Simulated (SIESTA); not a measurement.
A run of SIESTA 5.4.2 is set up as follows.

The input MoS2.fdf:

```
SystemName                      MoS2
SystemLabel                     MoS2
NumberOfSpecies                 2
NumberOfAtoms                   3
%block ChemicalSpeciesLabel
  1  42 Mo
  2  16 S
%endblock ChemicalSpeciesLabel

LatticeConstant                 1.0 Ang
%block LatticeVectors
     1.6007918580     0.9242176101     6.2309303335
    -1.6007918580     0.9242176101     6.2309303335
     0.0000000000    -1.8484352203     6.2309303335
%endblock LatticeVectors
AtomicCoordinatesFormat         Fractional
%block AtomicCoordinatesAndAtomicSpecies
     0.0000000000     0.0000000000     0.0000000000  1  Mo
     0.4170000000     0.4170000000     0.4170000000  2  S
     0.2500000000     0.2500000000     0.2500000000  2  S
%endblock AtomicCoordinatesAndAtomicSpecies

%block kgrid.MonkhorstPack
   10   0   0  0.0
    0  10   0  0.0
    0   0  10  0.0
%endblock kgrid.MonkhorstPack
XC.Functional                   GGA
XC.Authors                      PW91
PAO.BasisSize                   TZ
PAO.EnergyShift                 0.02 Ry
Mesh.Cutoff                     800 Ry
PAO.SplitNorm                   0.4
OccupationFunction              FD
ElectronicTemperature           0.05 eV
MaxSCFIterations                120
SCF.MustConverge                false
SCF.Mixer.Method                Pulay
SCF.Mixer.Weight                0.25
SCF.Mixer.History               8
SCF.DM.Tolerance                1.0e-04
SCF.H.Tolerance                 1.0e-02 eV
WriteForces                     true
Charge.Mulliken                 end
%block ProjectedDensityOfStates
  EF -10.0 5.0 0.1 301 eV
%endblock ProjectedDensityOfStates
%block PDOS.kgrid.MonkhorstPack
   15   0   0  0.0
    0  15   0  0.0
    0   0  15  0.0
%endblock PDOS.kgrid.MonkhorstPack
```

Potentials or basis: PseudoDojo 0.4 standard (PBE files), TZ (energy shift 0.02 Ry).

The run is started by

```sh
$ siesta < MoS2.fdf > MoS2.out 2>&1
```

**Question.** Predict the pressure.

**Answer.** -4.3 GPa.

**Question.** What does it give for the band gap on the k mesh?

**Answer.** 0.79 eV, indirect (least direct gap 1.85 eV).

**Question.** What does it give for the largest force?

**Answer.** 0.353 eV/Å.

Forces in eV/Å, atoms in the order of the input:
```
Mo   0.000  0.000  0.055
S    0.000  0.000  0.301
S    0.000  0.000 -0.353
```

Caveat: the basis has no polarisation orbitals; semicore shells carry a single zeta, which can move pressures by several GPa and volumes by a few percent; the potentials were made for another functional, which shifts forces and pressure; the basis of atomic orbitals isn't converged, which shifts pressures, moduli and gaps. A k mesh can miss the band edges.
